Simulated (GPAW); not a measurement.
**Collinear magnetic orders of Fe2 Cr1 Fe2 001 with GPAW**

A self-consistent run ends on one state, which hangs on the start. Several orders of Fe2 Cr1 Fe2 001 are started in GPAW and their energies compared.

Calculated with GPAW 26.7.0; PBE; plane waves with GPAW's PAW setups, scalar-relativistic.

Most raw output is cut from this account.

### 1. The structure

The cell holds 5 atoms: 4 Fe and 1 Cr. Its edges and angles: a = 2.884 Å, b = 2.884 Å, c = 17.699 Å, α = 90.0°, β = 90.0°, γ = 90.0°. ideal sites on the substrate's mesh, layer spacings from atomic volumes, unrelaxed, 12 A of vacuum. Vacuum lies along c.

### 2. Run 1 (ferro ++++)

Parallel moments need no larger cell; this start tests for a ferromagnetic state only.

order1.py reads:

```python
import json
import numpy as np
from ase import Atoms
from ase.parallel import paropen, parprint
from gpaw import GPAW

atoms = Atoms(['Fe', 'Fe', 'Cr', 'Fe', 'Fe'],
    cell=[[2.884, 0.0, 0.0],
         [0.0, 2.884, 0.0],
         [0.0, 0.0, 17.6989]],
    scaled_positions=[[0.0, 0.0, 0.339005],
         [0.5, 0.5, 0.419163],
         [0.0, 0.0, 0.5],
         [0.5, 0.5, 0.580837],
         [0.0, 0.0, 0.660995]],
    pbc=True,
    magmoms=[2.6, 2.6, 0.0, 2.6, 2.6])
atoms.calc = GPAW(mode={'name': 'pw', 'ecut': 450},
    xc='PBE',
    kpts={'size': (20, 20, 1), 'gamma': True},
    occupations={'name': 'fermi-dirac', 'width': 0.05},
    convergence={'density': 1e-05, 'energy': 1e-05},
    maxiter=250,
    mixer={'name': 'pulay', 'beta': 0.03, 'nmaxold': 8, 'weight': 100},
    symmetry={'tolerance': 1e-4},
    txt='order1.txt')
e = atoms.get_potential_energy(force_consistent=True)
res = {'free_energy': e, 'energy_sigma0': atoms.get_potential_energy(), 'fermi_energy': atoms.calc.get_fermi_level()}
res['moments'] = atoms.get_magnetic_moments().tolist()
res['total'] = atoms.get_magnetic_moment()
parprint('site moments (muB):', np.round(res['moments'], 3))
parprint(f"total moment: {res['total']:.3f} muB")
parprint(f'free energy: {e:.6f} eV')
atoms.calc.write('order1.gpw')
with paropen('results.json', 'w') as f:
    json.dump(res, f)
```

Run with:

```sh
OMP_NUM_THREADS=1 mpirun -n 4 gpaw python order1.py > order1.log
```

It took 5.4 min on 4 MPI ranks of Arm Neoverse V1, shared host; peak memory 1 GiB.

Spin moment in the augmentation sphere by atom:

| atom | spin moment in the augmentation sphere (μB) |
| --- | --- |
| Fe1 | 2.92 |
| Fe2 | 2.04 |
| Cr3 | -0.77 |
| Fe4 | 2.04 |
| Fe5 | 2.92 |

This step gave:

```yaml
magnetization: 9.287 μB
final_state: ferrimagnetic
```

After 66 cycles the largest moment stands at 2.92 μB.

### 3. Order 2, typed as antiferro ++--

Reversing part of the moments tests the sign of the couplings between them.

order2.py is the script of step 2 with these lines changed:

```diff
@@ -16,3 +16,3 @@
     pbc=True,
-    magmoms=[2.6, 2.6, 0.0, 2.6, 2.6])
+    magmoms=[2.6, 2.6, 0.0, -2.6, -2.6])
 atoms.calc = GPAW(mode={'name': 'pw', 'ecut': 450},
@@ -25,3 +25,3 @@
     symmetry={'tolerance': 1e-4},
-    txt='order1.txt')
+    txt='order2.txt')
 e = atoms.get_potential_energy(force_consistent=True)
@@ -33,3 +33,3 @@
 parprint(f'free energy: {e:.6f} eV')
-atoms.calc.write('order1.gpw')
+atoms.calc.write('order2.gpw')
 with paropen('results.json', 'w') as f:
```

Run with:

```sh
OMP_NUM_THREADS=1 mpirun -n 4 gpaw python order2.py > order2.log
```

It took 3.5 min on 4 MPI ranks; peak memory 0.99 GiB.

Spin moment in the augmentation sphere by atom:

| atom | spin moment in the augmentation sphere (μB) |
| --- | --- |
| Fe1 | 2.92 |
| Fe2 | 1.91 |
| Cr3 | 0.00 |
| Fe4 | -1.91 |
| Fe5 | -2.92 |

This step gave:

| Property | Result |
| --- | --- |
| magnetization | 0 μB |
| final state | antiferromagnetic |

It lies 5.09 meV a seeded atom under the first start, and its largest moment is 2.92 μB against 2.92 μB.

### 4. Order 3, typed as no spin polarisation

A run without seeds gives the energy of the state without moments.

nospin.py is the script of step 3 with these lines changed:

```diff
@@ -15,4 +15,3 @@
          [0.0, 0.0, 0.660995]],
-    pbc=True,
-    magmoms=[2.6, 2.6, 0.0, -2.6, -2.6])
+    pbc=True)
 atoms.calc = GPAW(mode={'name': 'pw', 'ecut': 450},
@@ -25,11 +24,7 @@
     symmetry={'tolerance': 1e-4},
-    txt='order2.txt')
+    txt='nospin.txt')
 e = atoms.get_potential_energy(force_consistent=True)
 res = {'free_energy': e, 'energy_sigma0': atoms.get_potential_energy(), 'fermi_energy': atoms.calc.get_fermi_level()}
-res['moments'] = atoms.get_magnetic_moments().tolist()
-res['total'] = atoms.get_magnetic_moment()
-parprint('site moments (muB):', np.round(res['moments'], 3))
-parprint(f"total moment: {res['total']:.3f} muB")
 parprint(f'free energy: {e:.6f} eV')
-atoms.calc.write('order2.gpw')
+atoms.calc.write('nospin.gpw')
 with paropen('results.json', 'w') as f:
```

Run with:

```sh
OMP_NUM_THREADS=1 mpirun -n 4 gpaw python nospin.py > nospin.log
```

Wall time 73 s (4 MPI ranks); peak memory 0.83 GiB; 4.9 min of CPU time.

Numbers from this step:

| Item | Value |
| --- | --- |
| final state | non-magnetic (no spin polarisation) |

It lies 665 meV a seeded atom over the first start.

### 5. Energies of the orders

These are free energies at a smearing of 0.05 eV, so its entropy term is in the differences. They are divided by the number of seeded atoms, so that cells of unlike size compare.

Orders:

| start | final state | typed order kept | energy over the lowest (meV a seeded atom) | largest site moment (μB) | net moment (μB a primitive cell) | mesh matched | CPU time (s) |
| --- | --- | --- | --- | --- | --- | --- | --- |
| ferro ++++ | ferrimagnetic | yes | 5.089 | 2.918 | 9.287 | yes | 1304 |
| antiferro ++-- | antiferromagnetic | yes | 0 | 2.915 | 0 | yes | 828.3 |
| no spin polarisation | non-magnetic | - | 670.5 | 0 | 0 | yes | 291.4 |

### 6. Outcome

```
lowest state found                 : antiferromagnetic (typed antiferro ++--)
largest site moment                : 2.92 μB
next state                         : ferrimagnetic, 5.09 meV a seeded atom higher
energy gained by spin polarisation : 671 meV a seeded atom
```

In words: The lowest state found is antiferromagnetic, reached from the start antiferro ++--, with moments up to 2.92 μB. The next state costs 5.1 meV a seeded atom. Only 3 starts are shown; other collinear patterns, canted and longer-period orders are not.

[Logs and program files are shortened in this print: banners, set-up blocks, solver, clock and traceback lines can be left out without a mark of their own.]

[Logs are printed without paths, hosts, clocks, repeated set-up lines and the standing remarks that a program may print on its own settings, such as how far it seeks lower states.]

[Hosts, paths, dates, database ids (printed as entryN), source tags and the programs' standing remarks are cut or masked in the printed files.]

[Where a cell is said to come from a database of computed structures, the database is the Materials Project.]
